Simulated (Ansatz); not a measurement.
Crystal: NbAs.

```xyz
4
Lattice="-1.7259 1.7259 5.8400 1.7259 -1.7259 5.8400 1.7259 1.7259 -5.8400" Properties=species:S:1:pos:R:3 pbc="T T T"
Nb    0.0000    1.7259    0.0000
Nb    0.0000    0.0000    8.7600
As    0.0000    1.7259    4.8589
As    0.0000    0.0000    1.9389
```

Base run:

| Quantity | Value |
| --- | --- |
| Program | Ansatz 0.2.0 |
| Functional | PBEsol |
| Potentials or basis | Ansatz PAW |
| Cutoff | 420 eV |
| Density cutoff | 1680 eV |
| k mesh | 11 × 11 × 11 |
| Occupations | fermi-dirac, width 0.05 eV |
| Spin | no spin polarisation |

Its results: band gap on the k mesh none (metal or under the smearing width); pressure -2.3 GPa; largest force 0.288 eV/Å.

Problem. The run is repeated on the same cell with these changes: functional from PBEsol to revPBE. What comes out?

Solution. Band gap on the k mesh none (metal or under the smearing width); pressure 5.2 GPa; largest force 0.302 eV/Å.

revPBE binds less tightly than PBEsol, so the same cell stands under more pressure.

Caveats: the PAW data sets come from PBE, with cores solved anew for the run's functional, which leaves a small shift of forces and pressure; the potentials were made for another functional, which shifts forces and pressure (some runs).

Not every run made on this cell is shown here.
